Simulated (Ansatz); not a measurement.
Ir:

```
Ir
1.0
     2.75138    0.00000    0.00000
    -1.37569    2.38276    0.00000
     0.00000    0.00000    4.46229
Ir
2
Direct
  0.34445 0.66132 0.25713
  0.64903 0.34504 0.74650
```

This isn't the form of Ir at room conditions, which is fcc.

The cell isn't the ideal one: atoms moved at random, drawn with an rms of 0.05 Å.

Below is the output of Ansatz 0.2.0 for this cell. Logs are shortened: lines on timing, memory, paths and dates and some standing lists are left out, and cuts for length are marked.

```text
Warning: RAYON_NUM_THREADS=1 ignored (pool sized by the plan → 1); use --threads N
Ir: projections on atomic orbitals take those of the free atom 1s2 2s2 2p6 3s2 3p6 3d10 4s2 4p6 4d10 4f14 5s2 5p6 5d7 6s2, of charge +0.00 (hamiltonian.pseudopotentials.projection_atoms)
LAPW: plane waves up to 8.927 Å⁻¹, error target 1.0e-3 eV per atom; small_component_spin mean_spin; Ir in spheres of 1.319 Å, 41 of its electrons in bands, Dirac shells [] (how accurate: hamiltonian.pseudopotentials.lapw.basis_error, Limitations)
Engine: ansatz 0.2.0, aarch64-unknown-linux-gnu
Pseudopotentials: kind: all_electron
Pseudopotential: Ir, LAPW, valence charge 41, lapw/all_electron/scalar/gaussian/Ir, Koelling and Harmon's equation, gaussian nucleus
Functional definition: PBE
  parameter kappa = 0.804
  parameter beta = 0.06672455060314922
  exchange = pbe_x(kappa = kappa, mu = beta*pi^2/3)
  correlation = pbe_c(beta = beta)
Crystal: 2 atoms, lattice volume = 29.254 Å³
Basis set: ecut = 303.6271475467021 eV, 337 PW (Γ), exchange–correlation at level 2
Bands: 50, of which v1, the nominal top of the filled ones, is band 41 counted from 1 (40 counted from 0)
Symmetry: 2 space group operations
[... 25 lines left out ...]
Fermi energy:    30.843748 eV
--- Per-component energies (eV) ---
  E_band       = -5824.486478
  E_kinetic    = 1097650.520574
  E_xc         = -18950.030788
  E_electrostatic = -2048752.217541  (all electrons and nuclei)
  E_smearing   = -0.024414  (= −TS)
  E_closure    = 0.000000  (closes the sum)
  E_atoms      = -970033.486421  (free atoms, spherical and without spin; not in F)
  Σ components = -970051.752169   (vs F -970051.752169, Δ=0.00e0)
  Basis errors (estimates in eV, not in F): energy 2.5e-4 per atom: plane waves 2.3e-4 (1.2e-4 summed), levels above the bands 3.3e-133, relativity 8.3e-8, radial functions 2.5e-5, core shells 9.5e-7; eigenvalues (radial functions only) 4.7e-6; not estimated: angular momenta, meshes, grids; target (lapw.basis_error) 1.0e-3; muffin-tin radii Ir 1.319 Å
--- Forces (eV/Å), atoms counted from 1 ---
  atom   1  Ir    -0.48858546     0.20310334    -0.58096491
  atom   2  Ir     0.48858546    -0.20310334     0.58096491
  max |Σ_I F_I| component: 0.00e0 eV/Å
--- Stress (GPa, compression-positive) ---
       -0.278733      -0.752676       1.156645
       -0.752676      -1.027753      -0.517956
        1.156645      -0.517956       0.014641
  P = ⅓ Tr σ = -0.4306 GPa (-4.306 kbar)
--- Band table (eV; the first three rows and the last of 364) ---
  k-point 0: bands = ["-254.7053", "-254.7053", "-254.7014", "-254.7014", "-254.6890", "-254.6890", "-254.6850", "-254.6850", "-254.6840", "-254.6840", "-62.0364", "-61.9759", "-26.3811", "-26.3790", "-26.3759", "-26.3721", "-26.3631", "-26.3608", "-26.3602", "-26.3597", "-26.3590", "-26.3586", "-26.3567", "-26.3565", "-26.3515", "-26.3512", "-19.2830", "-18.6711", "-18.6169", "-18.5540", "-18.5421", "-18.5384", "19.9638", "22.9937", "26.9852", "27.1274", "27.2478", "27.6961", "27.9293", "28.3173", "28.9238", "30.1057", "30.7493", "31.4360", "37.6209", "44.5544", "46.5680", "47.4763", "51.2382", "51.8680"]
  k-point 1: bands = ["-254.7053", "-254.7053", "-254.7014", "-254.7014", "-254.6890", "-254.6890", "-254.6850", "-254.6850", "-254.6840", "-254.6840", "-62.0325", "-61.9798", "-26.3808", "-26.3787", "-26.3762", "-26.3726", "-26.3636", "-26.3616", "-26.3599", "-26.3592", "-26.3588", "-26.3584", "-26.3568", "-26.3562", "-26.3515", "-26.3512", "-19.2370", "-18.6652", "-18.6125", "-18.6006", "-18.5473", "-18.5465", "20.2650", "22.9995", "26.8589", "27.0299", "27.1191", "27.5481", "27.7998", "28.6357", "29.0909", "29.2437", "30.8138", "31.3314", "39.1030", "44.1171", "46.7264", "47.5566", "50.0076", "50.6025"]
  k-point 2: bands = ["-254.7053", "-254.7053", "-254.7014", "-254.7014", "-254.6890", "-254.6890", "-254.6850", "-254.6850", "-254.6840", "-254.6840", "-62.0222", "-61.9902", "-26.3801", "-26.3782", "-26.3767", "-26.3738", "-26.3641", "-26.3628", "-26.3593", "-26.3589", "-26.3585", "-26.3579", "-26.3567", "-26.3558", "-26.3514", "-26.3512", "-19.1116", "-18.7413", "-18.6354", "-18.5991", "-18.5693", "-18.5598", "21.0928", "22.8509", "26.5866", "26.9725", "26.9843", "27.2447", "27.3997", "27.5069", "29.4135", "29.8965", "30.8190", "30.9564", "42.1074", "43.8814", "45.5536", "48.3606", "49.6512", "49.7410"]
  k-point 363: bands = ["-254.7053", "-254.7053", "-254.7014", "-254.7014", "-254.6890", "-254.6890", "-254.6850", "-254.6850", "-254.6840", "-254.6840", "-61.9850", "-61.9591", "-26.3796", "-26.3788", "-26.3756", "-26.3748", "-26.3648", "-26.3628", "-26.3605", "-26.3594", "-26.3575", "-26.3571", "-26.3563", "-26.3549", "-26.3545", "-26.3537", "-19.1520", "-19.0601", "-18.9393", "-18.8060", "-18.6963", "-18.6522", "23.4000", "24.0564", "24.7960", "26.1181", "26.9767", "27.9602", "28.5208", "30.5228", "31.1389", "31.3964", "32.4600", "36.3351", "37.8635", "41.1432", "42.0190", "44.3460", "45.8773", "48.6081"]
--- Löwdin populations: 2 sites ---
  site symbol       q [e]
     0     Ir     76.8003
     1     Ir     76.8003
  spilling = 0.002594 (of n_electrons = 154.000000)
```

Task: What input gives this log?

Result: Single point with PBE, no spin polarisation. The files as run (others can give the same):

input.yaml
```yaml
crystal:
  lattice:
    - [2.7513778946, 0.0, 0.0]
    - [-1.3756889473, 2.3827631521, 0.0]
    - [0.0, 0.0, 4.46229]
  atoms:
    - { symbol: Ir, position: [0.344451, 0.661321, 0.257131] }
    - { symbol: Ir, position: [0.649033, 0.34504, 0.746499] }
kpoints:
  mp_grid: { grid: [11, 11, 6] }
scf:
  occupations: { method: fermi_dirac, width: 0.05 }
hamiltonian:
  xc: pbe
  pseudopotentials: { kind: all_electron, lapw: { basis_error: 0.001 } }
output:
  forces: true
  stress: true
  eigenvalues: true
  populations: true
```

Potentials or basis: all-electron LAPW, scalar-relativistic.
Run with:
```bash
$ ansatz run input.yaml --threads 1 --pin off --max-ram 3072MiB --backend cpu --events-out ev --progress --plain --runs-dir out
```
